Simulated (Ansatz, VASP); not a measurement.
KF in VASP and in Ansatz

```
K F
1.0
     0.06789    2.72685    2.72685
     2.72685    0.06789    2.72685
     2.72685    2.72685    0.06789
K F
1 1
Direct
  0.00000 0.00000 0.00000
  0.50000 0.50000 0.50000
```

Change from the starting cell: shear_111 strain +3.8%.

Alike in both runs: task single point; functional PBE; k mesh 8 × 8 × 8; occupations fermi-dirac, width 0.02 eV; no spin polarisation.

```csv
,VASP,Ansatz
version,VASP 6.6.1,Ansatz 0.2.0
potentials or method,"VASP PAW PBE potentials, release 64 (K_sv, F)","plane waves, PAW"
plane-wave cutoff (eV),520,420
valence electrons in the cell,16,16
```

Ansatz gave:

```
gap on the k mesh at the Fermi level (eV)       : 6.04
pressure (GPa)                                  : 0.6
largest component of the traceless stress (GPa) : 0.36
```

Question: Estimate VASP's values.

Answer: gap on the k mesh at the Fermi level (eV): 6.03; pressure (GPa): 0.6; largest component of the traceless stress (GPa): 0.36.

With one functional, cell and mesh, what is left measures potentials, basis and numerics.

A k mesh can miss the band edges.
